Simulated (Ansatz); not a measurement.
Crystal: P.

```
P
1.0
     1.64774   -5.46504    0.00000
     1.64774    5.46504    0.00000
     0.00000    0.00000    4.54364
P
4
Direct
  0.90414 0.09586 0.58882
  0.09586 0.90414 0.41118
  0.59586 0.40414 0.08882
  0.40414 0.59586 0.91118
```

| Item | Value |
| --- | --- |
| Program | Ansatz 0.2.0 |
| Task | relaxation of cell and atoms |
| Functional | PBE |
| Dispersion | D4 |
| Potentials or basis | Ansatz PAW |
| Cutoff | 420 eV (not typed: the program's choice for these potentials) |
| k mesh | 8 × 8 × 6 |
| Occupations | fermi-dirac, width 0.05 eV |
| Spin | no spin polarisation |

At the start: volume 20.46 Å³/atom.

How do energy, volume and symmetry change on relaxing?

It ends after 9 steps and the volume is 17.69 Å³/atom (-13.5 %); space group Cmce (No. 64, to 0.05 Å).

Step by step:
| step | energy change (eV) | largest force (eV/Å) | volume (Å³) |
| --- | --- | --- | --- |
| 1 | 0.0000 | 0.3530 | 81.83 |
| 2 | -0.0857 | 0.0986 | 74.03 |
| 3 | -0.1000 | 0.1848 | 68.78 |
| 4 | -0.1119 | 0.1870 | 69.76 |
| 5 | -0.1190 | 0.1051 | 70.04 |
| 6 | -0.1205 | 0.0300 | 71.31 |
| 7 | -0.1216 | 0.0080 | 70.74 |
| 8 | -0.1216 | 0.0007 | 70.74 |
| 9 | -0.1210 | 0.0007 | 70.74 |

Final structure:
```
P
1.0
     1.66074   -5.09592    0.00000
     1.66074    5.09592    0.00000
     0.00000    0.00000    4.17953
P
4
Direct
  0.89365 0.10635 0.57230
  0.10635 0.89365 0.42770
  0.60635 0.39365 0.07230
  0.39365 0.60635 0.92770
```

Caveat: the plane-wave basis is chosen anew once the cell has moved, so the energies of steps on either side of that aren't comparable.
